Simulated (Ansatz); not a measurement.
# C: the cost of one run

Computed with Ansatz 0.2.0 (DFT PBEsol, scalar-relativistic, plane waves, PAW, unless a step's input says otherwise).

3 further runs of the same task are left out: 3 set aside as unsound or not needed.

### 1 Starting point

The structure is monoclinic, space group C2/m (No. 12). Conventional cell: a = 4.259 Å, b = 2.459 Å, c = 3.891 Å, α = 90.00°, β = 111.25°, γ = 90.00°. C (site symmetry m) has 3 C at 1.42 Å as nearest neighbours.

Cell or atoms stand a little off a more symmetric structure (R-3m at a tolerance of 0.3 Å), so results at this geometry aren't those of that ideal crystal.

As a file:

```
CELL_PARAMETERS angstrom
2.12942 -1.22943 -0.00886
2.12942 1.22943 -0.00886
-1.39503 0.00000 3.63240
ATOMIC_POSITIONS crystal
C 0.83335 0.83335 0.00004
C 0.16665 0.16665 0.99996
```

It goes back to an entry of the Materials Project, which need not be the stable form.

It is the result of an earlier relaxation at this level (volume 9.49 Å³/atom; gap on the mesh: 0.89 eV).

Bulk energy on matching settings, from an earlier run: -246.6913 eV/atom.

### 2 Cutting the (101̅) slab

Planes are indexed in the bulk's conventional cell (C2/m (No. 12)), a = 4.259 Å, b = 2.459 Å, c = 3.891 Å, α = 90.00°, β = 111.25°, γ = 90.00°.

The slab is a (101̅) slab, 10.6 Å thick as cut, with 15 Å of vacuum; its outer planes are C (top) and C (bottom).

The slab as cut. Layers, bottom to top:

| plane | atoms per cell | height over the lowest (Å) |
| --- | --- | --- |
| 1 | C | 0.00 |
| 2 | C | 0.56 |
| 3 | C | 1.67 |
| 4 | C | 2.23 |
| 5 | C | 3.35 |
| 6 | C | 3.91 |
| 7 | C | 5.02 |
| 8 | C | 5.58 |
| 9 | C | 6.70 |
| 10 | C | 7.26 |
| 11 | C | 8.37 |
| 12 | C | 8.93 |
| 13 | C | 10.05 |
| 14 | C | 10.61 |

### 3 The slab as cut, atoms at the bulk's places

A dipole layer in the vacuum cancels the field that periodic copies would set up if the slab's two faces differ.

input.yaml reads:

```yaml
crystal:
  lattice:
    - [2.4588631394, 0.0, 0.0]
    - [0.0, 4.6116489176, 0.0]
    - [0.0, 0.0, 25.6054634754]
  atoms:
    - { symbol: C, position: [0.5, 0.3802911686, 0.2929062388] }
    - { symbol: C, position: [0.0, 0.4754210114, 0.3146990206] }
    - { symbol: C, position: [0.0, 0.6655285619, 0.3583053623] }
    - { symbol: C, position: [0.5, 0.7606584047, 0.380098144] }
    - { symbol: C, position: [0.5, 0.9507659552, 0.4237044857] }
    - { symbol: C, position: [0.0, 0.0458957981, 0.4454972675] }
    - { symbol: C, position: [0.0, 0.2360033486, 0.4891036091] }
    - { symbol: C, position: [0.5, 0.3311331914, 0.5108963909] }
    - { symbol: C, position: [0.5, 0.5212407419, 0.5545027325] }
    - { symbol: C, position: [0.0, 0.6163705847, 0.5762955143] }
    - { symbol: C, position: [0.0, 0.8064781352, 0.619901856] }
    - { symbol: C, position: [0.5, 0.9016079781, 0.6416946377] }
    - { symbol: C, position: [0.5, 0.0917155286, 0.6853009794] }
    - { symbol: C, position: [0.0, 0.1868453714, 0.7070937612] }
basis:
  ecutwfc: 420
kpoints:
  mp_grid: { grid: [11, 6, 1] }
hamiltonian:
  xc: pbesol
scf:
  occupations: { method: gaussian, width: 0.05 }
output:
  forces: true
  stress: true
  eigenvalues: true
efield:
  axis: 3
  dipole_correction: true
  ramp_width: 0.04
```

Command:

```bash
ansatz run input.yaml --threads 1 --pin off --max-ram 2560MiB --backend cpu --events-out ev --progress --plain --runs-dir out
```

Q: Estimate wall time and peak memory on 1 thread of Arm Neoverse V1, shared host.

About 52 s, with a peak of 0.51 GiB.
